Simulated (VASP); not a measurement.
Al2O3 (Corundum), 10 atoms in the cell. It takes space group R-3c (No. 167, trigonal). Conventional cell: a = 4.760 Å, b = 4.760 Å, c = 12.996 Å, α = 90.00°, β = 90.00°, γ = 120.00°. Al (site symmetry 3) is surrounded by 6 O at 1.85 to 1.97 Å. O (site symmetry 2) has 4 Al at 1.85 to 1.97 Å as nearest neighbours. 

- Program: VASP 6.6.1
- Task: density of states
- Functional: PBE
- Potentials or basis: VASP PAW PBE potentials, release 64 (Al, O)
- Cutoff: 520 eV
- k mesh: 5 × 5 × 5
- Occupations: gaussian, width 0.02 eV
- Spin: no spin polarisation
- k mesh for the DOS: 8 × 8 × 8
- Occupations for the DOS: tetrahedron
- Further INCAR settings: ALGO = Normal; EDIFF = 1e-06; NBANDS = 35

Potentials or basis: VASP PAW PBE potentials, release 64 (Al, O).

Run with:

```sh
$ cat potpaw_PBE.64/Al/POTCAR potpaw_PBE.64/O/POTCAR > POTCAR
$ cp INCAR.step1 INCAR
$ cp KPOINTS.step1 KPOINTS
$ mpirun -np 1 vasp_std > vasp.out
$ cp INCAR.step2 INCAR
$ cp KPOINTS.step2 KPOINTS
$ mpirun -np 1 vasp_std > vasp.out
```

Hardware: 1 thread of Intel(R) Xeon(R) 6975P-C (Granite Rapids) (shared host).

Task: Estimate the wall time of this run.

Result: Run time: 75 s on 1 thread of Intel(R) Xeon(R) 6975P-C (Granite Rapids) (shared host), peak memory 0.3 GiB. Counts: scf iterations 8, k points 65.
